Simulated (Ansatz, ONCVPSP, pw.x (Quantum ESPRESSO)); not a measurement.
## Equation-of-state test of one ONCV potential (Tc)

Tc (Z = 43), optimised norm-conserving Vanderbilt (ONCV), made with ONCVPSP 4.0.1 (PBE, scalar-relativistic). Core [Kr], reference 4d5 5s2. Waves: 5s: rc 2.85 bohr, ncon 4, nbas 8, qcut 1.8 1/bohr, 2 projectors, debl 3.9 Ha; p scattering state at 0.18 Ha: rc 2.20 bohr, ncon 4, nbas 9, qcut 3.4 1/bohr, 2 projectors, debl 0.4 Ha; 4d: rc 1.60 bohr, ncon 3, nbas 7, qcut 6.3 1/bohr, 2 projectors, debl 3.7 Ha. Local part: polynomial inside 1.05 bohr (lpopt 5, dvloc0 0 Ha). Core correction: Teter function, fcfact 5.5, rcfact 1.4.

Atomic tests: cutoffs needed: 19 Ha and 50 Ha (the cutoffs (Ha) at which the residual kinetic energy of the hardest occupied pseudo-wave falls to 1 and 0.1 mHa per electron); ghost test: ghosts flagged at negative energy: s at -101.5 eV, p at -1848.9 eV, p at -37.1 eV; GHOST(+) flagged for s at 112.5 eV, d at 206.3 eV; a true bound ghost makes a file unfit for plane-wave use; largest excitation error: -370 meV (all-electron minus pseudo) for 4d4 5s0, out of 4 test configurations.

Crystal test: fcc Tc in pw.x 7.5, no spin, 15³ k-points, Fermi–Dirac smearing 0.01 Ry, cutoffs 115/460 Ry. The reference is all-electron LAPW (Ansatz 0.2.0) with the same functional, mesh and smearing; V0 and B0 come from Birch–Murnaghan fits to the pressures at five volumes. Errors are pseudo minus all-electron; Δ is the rms difference of the E(V) curves that follow from these fits, minima aligned, over ±6 % about the mean V0. Mesh and smearing are coarse, so the numbers serve the comparison and aren't converged zero-temperature values; the lattice is a test structure that the element need not adopt.

All-electron: a0 = 3.873 Å (V0 = 14.52 Å³/atom), B0 = 295.3 GPa.

How far does the potential miss the all-electron equation of state?

converged, but broken (pressure over 100 GPa off). The pressure does not cross zero within the volumes sampled, so no fit is given. The largest radius (2.85 bohr) exceeds half the bond length (2.59 bohr), so the spheres overlap, which is one possible source of error among others. The pseudo pressure rises with volume over the whole range, a mechanical instability. Note: ghosts flagged at negative energy: s at -101.5 eV, p at -1848.9 eV, p at -37.1 eV; GHOST(+) flagged for s at 112.5 eV, d at 206.3 eV. A true bound ghost makes a file unfit for plane-wave use. A pressure error of this size marks a broken potential; the numbers have no physical meaning.

| V (Å³/atom) | P all-electron (GPa) | P pseudo (GPa) |
| --- | --- | --- |
| 13.816 | 16.43 | -136704.04 |
| 14.179 | 7.40 | -133107.81 |
| 14.543 | -0.46 | -129820.21 |
| 14.907 | -7.31 | -126597.87 |
| 15.270 | -13.27 | -123692.41 |

At the middle volume, how do free energy and pressure move when the wave cutoff is lowered (ecutrho kept at four times it)?

```
cutoff (Ry)  shift of F (meV/atom)  shift of P (GPa)
         52             +2209743.7        +128576.27
         69             +2082393.5        +115156.35
         92             +1477818.5        +129878.66
```

The run at the middle volume (120 k-points, 32 iterations) took about 50 s on one core of a shared host (AMD EPYC 9R45 96-Core Processor, 96 threads, 376 GiB, load 49).
